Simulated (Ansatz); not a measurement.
Input and command of a plane-wave DFT calculation in Ansatz:

```yaml
crystal:
  lattice:
    - [4.5114404978, 0.0, 0.0]
    - [0.0, 4.5146191219, 0.0]
    - [0.0, 0.0, 26.0792390753]
  atoms:
    - { symbol: Si, position: [0.5, 0.752473408, 0.2875850779] }
    - { symbol: Si, position: [0.0, 0.4971746791, 0.3130772286] }
    - { symbol: Mo, position: [0.5, 0.2496480871, 0.337793314] }
    - { symbol: Si, position: [0.0, 0.0021214952, 0.3625093995] }
    - { symbol: Si, position: [0.5, 0.7468227662, 0.3880015502] }
    - { symbol: Mo, position: [0.0, 0.4992961743, 0.4127176357] }
    - { symbol: Si, position: [0.5, 0.2517695823, 0.4374337211] }
    - { symbol: Si, position: [0.0, 0.9964708534, 0.4629258718] }
    - { symbol: Mo, position: [0.5, 0.7489442614, 0.4876419573] }
    - { symbol: Si, position: [0.0, 0.5014176694, 0.5123580427] }
    - { symbol: Si, position: [0.5, 0.2461189405, 0.5378501935] }
    - { symbol: Mo, position: [0.0, 0.9985923485, 0.5625662789] }
    - { symbol: Si, position: [0.5, 0.7510657565, 0.5872823643] }
    - { symbol: Si, position: [0.0, 0.4957670276, 0.6127745151] }
    - { symbol: Mo, position: [0.5, 0.2482404356, 0.6374906005] }
    - { symbol: Si, position: [0.0, 0.0007138437, 0.662206686] }
    - { symbol: Si, position: [0.5, 0.7454151147, 0.6876988367] }
    - { symbol: Mo, position: [0.0, 0.4978885228, 0.7124149221] }
basis:
  ecutwfc: 420
kpoints:
  mp_grid: { grid: [8, 8, 1] }
hamiltonian:
  xc: pbesol
scf:
  occupations: { method: gaussian, width: 0.1 }
output:
  forces: true
  stress: true
  eigenvalues: true
efield:
  axis: 3
  dipole_correction: true
  ramp_width: 0.04
```

```bash
ansatz run input.yaml --threads 2 --pin off --max-ram 5120MiB --backend cpu --events-out ev --progress --plain --runs-dir out
```

Processor: Intel(R) Xeon(R) 6975P-C (Granite Rapids), 2 threads, on a host shared with other jobs.

Q: Estimate time, memory and problem size.

A: About 35 s on 2 threads of Intel(R) Xeon(R) 6975P-C (Granite Rapids), with other jobs on the host, peak memory 1.3 GiB. It solves 84 bands at 25 k points (the mesh reduced by symmetry) with about 10431 plane waves, in 11 SCF iterations.
